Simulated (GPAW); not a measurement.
# ZnSe (Stilleite) (F-43m) in GPAW: a series of runs

The runs below take ZnSe (Stilleite) through band structure, equation of state, with GLLB-SC, PBEsol+D4, revPBE+D3, AM05.

Program: GPAW 26.7.0. These are calculated values, not measurements. Logs are shortened: lines on timing, memory, paths and dates and some standing lists are left out, and cuts for length are marked. The log counts tension as positive stress, the text compression.

**What was measured.**

“Alloy Disordering Effects on the Thermal Conductivity and Energy Gap Temperature Dependence of Cd1−xZnxSe Ternary Crystals Grown by the Bridgman Method”, 2023, pmc:10253836 reports, for a bulk crystal of ZnSe at 300 K: band gap 2.695 ± 0.003 eV (an exciton energy, a little under the gap).

The runs below are set against these values where they give the same quantity.

**1. The structure**

The structure is cubic, space group F-43m (No. 216). Conventional cell: a = 5.668 Å, b = 5.668 Å, c = 5.668 Å, α = 90.00°, β = 90.00°, γ = 90.00°. Se (site symmetry -43m) is surrounded by 4 Zn at 2.45 Å. Zn (site symmetry -43m) is surrounded by 4 Se at 2.45 Å.

**2. Band structure, GLLB-SC**

run.py

```python
from ase.dft.bandgap import bandgap
from ase.io import read, write
from gpaw import GPAW, PW

atoms = read('POSCAR')

calc = GPAW(mode=PW(600),
            xc='GLLBSC',
            kpts={'size': (7, 7, 7), 'gamma': True},
            occupations={'name': 'fermi-dirac', 'width': 0.05},
            nbands=18,
            convergence={'density': 1e-05, 'energy': 1e-05},
            maxiter=150,
            txt='gpaw.txt')
atoms.calc = calc
energy = atoms.get_potential_energy()
calc.write('gs.gpw')
write('result.traj', atoms)
print('Fermi level:', round(calc.get_fermi_level(), 4), 'eV')
print(f'Gap: {bandgap(calc)[0]:.4f} eV, direct: {bandgap(calc, direct=True)[0]:.4f} eV')

path = atoms.cell.bandpath('GXWKGLUWLK,UX', npoints=100, eps=1e-4)
bs_calc = calc.fixed_density(kpts=path, symmetry='off', nbands=29,
                             convergence={'bands': 'CBM+6.0', 'eigenstates': 1e-6}, txt='bands.txt')
bs = bs_calc.band_structure()
bs.write('bs.json')
print(f'Gap on the path: {bandgap(bs_calc)[0]:.4f} eV')

homo, lumo = bs_calc.get_homo_lumo()
response = calc.hamiltonian.xc.response
dxc_pot = response.calculate_discontinuity_potential(homo, lumo)
ks_gap, dxc = bs_calc.hamiltonian.xc.response.calculate_discontinuity(dxc_pot)
print(f'Kohn-Sham gap {ks_gap:.4f} eV, discontinuity {dxc:.4f} eV, gap {ks_gap + dxc:.4f} eV')
```

POSCAR

```
ZnSe
1.0
    0.0000000000      2.8338000000      2.8338000000
    2.8338000000      0.0000000000      2.8338000000
    2.8338000000      2.8338000000      0.0000000000
Se Zn
1 1
Direct
    0.7500000000      0.7500000000      0.7500000000
    0.0000000000      0.0000000000      0.0000000000
```

Potentials or basis: the program's PAW data sets (release 1.2.1) made for this functional, pw.

The run is started by

```bash
> OMP_NUM_THREADS=1 python run.py
```

gpaw.txt:

```text
___ ___ ___ _ _ _
 |   |   |_  | | | |
 | | | | | . | | | |
 |__ |  _|___|_____|  26.7.0
 |___|_|

Input parameters:
  convergence: {density: 1e-05,
                energy: 1e-05}
  kpts: {gamma: True,
         size: (7, 7, 7)}
  maxiter: 150
  mode: {ecut: 600.0,
         name: pw}
  nbands: 18
  occupations: {name: fermi-dirac,
                width: 0.05}
  xc: GLLBSC

System changes: positions, numbers, cell, pbc, initial_charges, initial_magmoms

Initialize ...

species:
  Se:
    name:    Selenium
    Z:       34.0
    valence: 6
    core:    28
    charge:  0.0  # [|e|]
    compensation charges:
      type: gauss
      rc: 0.27  # [Å]
      lmax: 2
    cutoffs:
      filter: 1.77  # [Å]
      core: 2.61  # [Å]
    projectors
    | kind |    occ | energy [eV] | rcut [Å] |
    |------|--------|-------------|----------|
    |   4s |  2.000 |     -19.929 |    0.847 |
    |   4p |  4.000 |      -9.440 |    1.005 |
    |    s |        |       7.282 |    0.847 |
    |    p |        |      17.771 |    1.005 |
    |    d |        |       0.000 |    0.847 |

    Using partial waves for Se as LCAO basis

  Zn:
    name:    Zinc
    Z:       30.0
    valence: 12
    core:    18
    charge:  0.0  # [|e|]
    compensation charges:
      type: gauss
      rc: 0.37  # [Å]
      lmax: 2
    cutoffs:
      filter: 2.14  # [Å]
      core: 2.23  # [Å]
    projectors
    | kind |    occ | energy [eV] | rcut [Å] |
    |------|--------|-------------|----------|
    |   4s |  2.000 |      -8.797 |    1.286 |
    |   4p |  0.000 |      -3.452 |    1.270 |
    |   3d | 10.000 |     -13.837 |    1.180 |
    |    s |        |      18.415 |    1.286 |
    |    p |        |      23.759 |    1.270 |
    |    d |        |      13.374 |    1.180 |

    Using partial waves for Zn as LCAO basis

Reference energy: -114879.925546  # eV

Spin-paired calculation

Convergence criteria:
 Maximum [total energy] change in last 3 cyles: 1e-05 eV / valence electron
 Maximum integral of absolute [dens]ity change: 1e-05 electrons / valence electron
 Maximum integral of absolute [eigenst]ate change: 4e-08 eV^2 / valence electron
 Maximum number of scf [iter]ations: 150
 (Square brackets indicate name in SCF output, whereas a 'c' in
 the SCF output indicates the quantity has converged.)

Symmetries present (total): 24

  ( 1  0  0)  ( 1  0  0)  ( 1  0 -1)  ( 1  0 -1)  ( 1 -1  0)  ( 1 -1  0)
  ( 0  1  0)  ( 0  0  1)  ( 0  1 -1)  ( 0  0 -1)  ( 0 -1  1)  ( 0 -1  0)
  ( 0  0  1)  ( 0  1  0)  ( 0  0 -1)  ( 0  1 -1)  ( 0 -1  0)  ( 0 -1  1)

  ( 0  1  0)  ( 0  1  0)  ( 0  1 -1)  ( 0  1 -1)  ( 0  0  1)  ( 0  0  1)
  ( 1  0  0)  ( 0  0  1)  ( 1  0 -1)  ( 0  0 -1)  ( 1  0  0)  ( 0  1  0)
  ( 0  0  1)  ( 1  0  0)  ( 0  0 -1)  ( 1  0 -1)  ( 0  1  0)  ( 1  0  0)

  ( 0  0 -1)  ( 0  0 -1)  ( 0 -1  1)  ( 0 -1  1)  ( 0 -1  0)  ( 0 -1  0)
  ( 1  0 -1)  ( 0  1 -1)  ( 1 -1  0)  ( 0 -1  0)  ( 1 -1  0)  ( 0 -1  1)
  ( 0  1 -1)  ( 1  0 -1)  ( 0 -1  0)  ( 1 -1  0)  ( 0 -1  1)  ( 1 -1  0)

  (-1  1  0)  (-1  1  0)  (-1  0  1)  (-1  0  1)  (-1  0  0)  (-1  0  0)
  (-1  0  1)  (-1  0  0)  (-1  1  0)  (-1  0  0)  (-1  1  0)  (-1  0  1)
  (-1  0  0)  (-1  0  1)  (-1  0  0)  (-1  1  0)  (-1  0  1)  (-1  1  0)

343 k-points: 7 x 7 x 7 Monkhorst-Pack grid
20 k-points in the irreducible part of the Brillouin zone
       k-points in crystal coordinates                weights
   0:     0.00000000    0.00000000    0.00000000          1/343
   1:     0.14285714    0.14285714    0.00000000          6/343
   2:     0.14285714    0.14285714    0.14285714          8/343
   3:     0.28571429    0.14285714    0.14285714         12/343
   4:     0.28571429    0.28571429    0.00000000          6/343
   5:     0.28571429    0.28571429    0.14285714         24/343
   6:     0.28571429    0.28571429    0.28571429          8/343
   7:     0.42857143   -0.28571429   -0.28571429         12/343
   8:     0.42857143    0.28571429   -0.42857143         48/343
   9:     0.42857143    0.28571429   -0.28571429         24/343
          ...
  19:     0.42857143    0.42857143    0.42857143          8/343

Wave functions: Plane wave expansion
  Cutoff energy: 600.000 eV
  Number of coefficients (min, max): 1471, 1532
  Pulay-stress correction: 0.000000 eV/Ang^3 (de/decut=0.000000)
  Using FFTW library
  ScaLapack parameters: grid=1x1, blocksize=None
  Wavefunction extrapolation:
    Improved wavefunction reuse through dual PAW basis

Occupation numbers: Fermi-Dirac:
  width: 0.0500  # eV

Eigensolver
   Davidson(niter=2)

Densities:
  Coarse grid: 24*24*24 grid
  Fine grid: 48*48*48 grid
  Total Charge: 0.000000

Density mixing:
  Method: separate
  Backend: msr1
  Linear mixing parameter: 0.05
  old densities: 10
  Width of damping distribution: 1.1
  Damping of long wavelength oscillations: 20

Hamiltonian:
  XC and Coulomb potentials evaluated on a 48*48*48 grid
  Using the GLLBSC Exchange-Correlation functional
  External potential:
    NoExternalPotential

XC parameters: GLLBSC functional being used consists of
  -----------------------------------------------------------------------
  | Weight | Module     | Description                                   |
  -----------------------------------------------------------------------
  |  1.000 | SCREENING  | GGA_X_PBE_SOL with 2 nearest neighbor stencil |
  |  1.000 | RESPONSE   | eps=0.0500 eV                                 |
  |  1.000 | XC         | GGA_C_PBE_SOL with 2 nearest neighbor stencil |
  -----------------------------------------------------------------------

Number of atoms: 2
Number of atomic orbitals: 13
Number of bands in calculation: 18
Number of valence electrons: 18
Bands to converge: occupied

... initialized

Initializing position-dependent things.

Density initialized from atomic densities
Creating initial wave functions:
  13 bands from LCAO basis set
  5 bands from random numbers

                    Se

       Zn

Atomic positions and initial magnetic moments

Positions:
   0 Se     4.250700    4.250700    4.250700    ( 0.0000,  0.0000,  0.0000)
   1 Zn     0.000000    0.000000    0.000000    ( 0.0000,  0.0000,  0.0000)

Unit cell:
           periodic     x           y           z      points  spacing
  1. axis:    yes    0.000000    2.833800    2.833800    24     0.1363
  2. axis:    yes    2.833800    0.000000    2.833800    24     0.1363
  3. axis:    yes    2.833800    2.833800    0.000000    24     0.1363

  Lengths:   4.007598   4.007598   4.007598
  Angles:   60.000000  60.000000  60.000000

Effective grid spacing dv^(1/3) = 0.1488

iter:   1    -6.966180
iter:   2    -7.272861   -1.26  -1.28
iter:   3    -6.907190   -2.37  -1.15
iter:   4    -6.312970   -2.03  -1.38
iter:   5    -6.307879   -3.44  -1.48
iter:   6    -6.249101   -3.69  -1.63
iter:   7    -6.283064   -4.03  -1.63
iter:   8    -6.297533   -4.33  -1.70
iter:   9    -6.325115   -3.87  -1.80
iter:  10    -6.403403   -3.58  -1.83
iter:  11    -6.429378   -4.43  -2.23
iter:  12    -6.480017   -3.99  -2.43
iter:  13    -6.479345   -5.08  -3.12
iter:  14    -6.478754   -6.46  -3.44
iter:  15    -6.478373   -7.56c -4.15
iter:  16    -6.477835   -7.62c -4.49
iter:  17    -6.478135   -8.13c -4.41
iter:  18    -6.478095   -9.43c -5.00c
iter:  19    -6.478094c -10.92c -5.54c

Converged after 19 iterations.

Dipole moment: (3.540443, 3.540443, 3.540443) |e|*Ang

Energy contributions relative to reference atoms: (reference = -114879.925546)

Kinetic:        +54.819918
Potential:      -49.941072
External:        +0.000000
XC:             -11.701156
Entropy (-ST):   -0.000000
Local:           +0.344216
SIC:             +0.000000
--------------------------
Free energy:     -6.478094
Extrapolated:    -6.478094

GLLBSC response reference energy: 2.50811 eV (from HOMO)

Showing only first 2 kpts
 Kpt  Band  Eigenvalues  Occupancy
  0     7      2.50812    2.00000
  0     8      2.50812    2.00000
  0     9      4.12921    0.00000
  0    10      8.53488    0.00000

  1     7      1.99879    2.00000
  1     8      1.99879    2.00000
  1     9      5.71118    0.00000
  1    10      7.65611    0.00000

Fermi level: 3.34841

Gap: 1.621 eV
Transition (v -> c):
  (s=0, k=0, n=8, [0.00, 0.00, 0.00]) -> (s=0, k=0, n=9, [0.00, 0.00, 0.00])
No difference between direct/indirect transitions
Writing to gs.gpw (mode='')
```

Run time: 57 s. Hardware: 1 thread of Arm Neoverse V1, shared host; peak memory 0.28 GiB.

Results:

```yaml
Band_gap_on_the_k_mesh_with_the_derivative_discontinuity: 2.28 eV
Band_gap_of_the_Kohn-Sham_levels: 1.62 eV
Derivative_discontinuity: 0.65 eV
```

Levels at the corners of the path, in eV from the valence-band top:
| point | band 7 | band 8 | band 9 | band 10 | band 11 | band 12 |
| --- | --- | --- | --- | --- | --- | --- |
| Γ | 0.00 | 0.00 | 0.00 | 1.62 | 6.03 | 6.03 |
| X | -4.75 | -2.08 | -2.08 | 3.36 | 3.61 | 11.01 |
| W | -4.57 | -2.70 | -2.50 | 5.64 | 5.79 | 7.30 |
| K | -4.62 | -2.97 | -1.71 | 3.85 | 5.80 | 9.28 |
| Γ | 0.00 | 0.00 | 0.00 | 1.62 | 6.03 | 6.03 |
| L | -5.04 | -0.83 | -0.83 | 2.77 | 6.63 | 6.63 |
| U | -4.62 | -2.97 | -1.71 | 3.85 | 5.80 | 9.28 |
| W | -4.57 | -2.70 | -2.50 | 5.64 | 5.79 | 7.30 |
| L | -5.04 | -0.83 | -0.83 | 2.77 | 6.63 | 6.63 |
| K | -4.62 | -2.97 | -1.71 | 3.85 | 5.80 | 9.28 |
| U | -4.62 | -2.97 | -1.71 | 3.85 | 5.80 | 9.28 |
| X | -4.75 | -2.08 | -2.08 | 3.36 | 3.61 | 11.01 |

Caveat: the GLLB-SC gap is the Kohn-Sham gap of the path plus the derivative discontinuity; a model potential gives levels but no total energy.

(Continued in part 2 of 2.)
